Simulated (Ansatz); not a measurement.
CsCl at 20 GPa: from Born charge to LO–TO splitting and polaron coupling

Method: DFT PBE, scalar-relativistic, plane waves, PAW (Ansatz 0.2.0). Plane waves to 420 eV; Γ-centred k mesh 6×6×6; fixed occupations. No spin polarisation. Phonons by linear response, acoustic sum rule imposed.

The cell, relaxed at 20 GPa:
```yaml
crystal:
  lattice:
    - [3.62321, 0.00000, 0.00000]
    - [0.00000, 3.62321, 0.00000]
    - [0.00000, 0.00000, 3.62321]
  atoms:
    - { symbol: Cs, position: [0.00000, 0.00000, 0.00000] }
    - { symbol: Cl, position: [0.50000, 0.50000, 0.50000] }
```

Spin–orbit coupling is left out, which matters for heavy elements. Other phases may be more stable at this pressure.

Linear response gives ν_TO = 213.5 cm⁻¹, Born charges ±1.446 e (positive on Cs) and ε∞ = 3.829. The primitive cell holds 47.564 Å³, and the masses are 132.905 and 35.450 amu.

**Question.** Find ν_LO and the static dielectric constant.

**Answer.** The long-wave field adds a restoring force: ω_LO² − ω_TO² = Z*²e²/(ε_vac ε∞ μV). In these units ν_LO² − ν_TO² = 4.92064×10⁷ Z*²/(μ V ε∞) cm⁻², with μ = m₁m₂/(m₁ + m₂) = 27.985 amu: 20197 cm⁻². So ν_LO = √(213.5² + 20197) = 256.5 cm⁻¹, and the run gives 256.5. Lyddane–Sachs–Teller then gives ε0 = ε∞ (ν_LO/ν_TO)² = 5.53, against 5.53 in the run (it forms both from the same three quantities, so the match checks the arithmetic only). Between ν_TO and ν_LO the dielectric function is negative and an undamped crystal reflects fully: a reststrahlen band from 39.0 to 46.8 μm.

**Question.** What do the Clausius–Mossotti polarisability and the Szigeti charge come to?

**Answer.** With the Lorentz local field, α = (3V/4π)(ε∞ − 1)/(ε∞ + 2) = 5.51 Å³ for the pair, and e_S = 3Z*/(ε∞ + 2) = 0.74 e. The Born charge includes the electrons' response to the dipole's own local field, and e_S takes that enhancement out. The Lorentz field assumes point-like polarisable ions, a fair picture at this small ε∞.

**Question.** How strongly does a slow electron couple to the LO mode?

**Answer.** For one isotropic parabolic band, Fröhlich's constant is α_F = (1/ε∞ − 1/ε0) √(m* Ry/ħω_LO), with Ry = 13.606 eV, ħω_LO = 31.8 meV and m* in free-electron masses: α_F = 0.0802 × 20.69 × √m* = 1.66 √m*. The band mass isn't part of this run; for m* = 0.1, 0.3 and 1 it gives 0.52, 0.91, 1.66. In weak coupling the polaron lies α_F ħω_LO below the band edge (29 meV at m* = 0.3) with a mass m*(1 + α_F/6); past α_F of about 5 or 6 that expansion fails. A semilocal functional's ε∞ tends to be too large, which taken alone lowers α_F.

Cost: 1 run of about 0.55 core-minutes, on Arm Neoverse N1 (shared hosts).